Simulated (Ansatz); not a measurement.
## MnSi, one cell by several methods

```
Mn Si
1.0
    -0.10841    2.65601    2.65601
     2.65601   -0.10841    2.65601
     2.65601    2.65601   -0.10841
Mn Si
1 1
Direct
  0.00000 0.00000 0.00000
  0.25000 0.25000 0.25000
```

Atoms are numbered in the order listed.

The structure comes from a relaxation in the same program, started in the zincblende type. Whether it is a known phase or the ground state wasn't checked. The listed cell was then made from it by scaling, straining or moving an atom.

Other magnetic orders may lie lower; this is the state that the run reached.

Levels of theory: DFT, PBE, PAW with Ansatz's default frozen-core files, scalar-relativistic (Ansatz 0.2.0); DFT, PBE, all-electron PAW with datasets made for the crystal, scalar-relativistic (Ansatz 0.2.0); DFT, PBE, all-electron LAPW, scalar-relativistic (Ansatz 0.2.0).

For PAW: a Γ-centred 10×10×10 k mesh, Fermi–Dirac smearing of 0.05 eV, cutoff 420 eV, spin-polarised from start moments Mn1 4 μB. The crystal-made all-electron datasets (AE datasets) take a cutoff of 340 eV at this cell. LAPW targets a basis error of 0.25 meV/atom. The Ansatz runs share mesh, smearing and spin set-up. Plane-wave (PAW) pressures include the program's estimate of the Pulay term.

Stress and pressure are positive in compression.

The change that made this cell: equal xy, yz and zx engineering shear strains of -4 %.

In a metal, gradients converge slowly with the k mesh: the values move by tens of per cent from one mesh to another, at times in sign, so only the comparison on one mesh counts.

```csv
quantity,PAW,AE datasets,LAPW
pressure (GPa),0.41,0.38,0.38
stress yz (GPa),2.01,2.01,2.01
stress xz (GPa),2.01,2.01,2.01
stress xy (GPa),2.01,2.01,2.01
"force on Mn1, x (eV/Å)",-0.486,-0.486,-0.486
"force on Si2, y (eV/Å)",0.486,0.486,0.486
moment of the cell (μB),2.573,2.570,2.570
field gradient Vzz at Mn1 (10²¹ V/m²),-1.02,-1.05,–
field gradient Vzz at Si2 (10²¹ V/m²),-0.62,-0.60,–
```
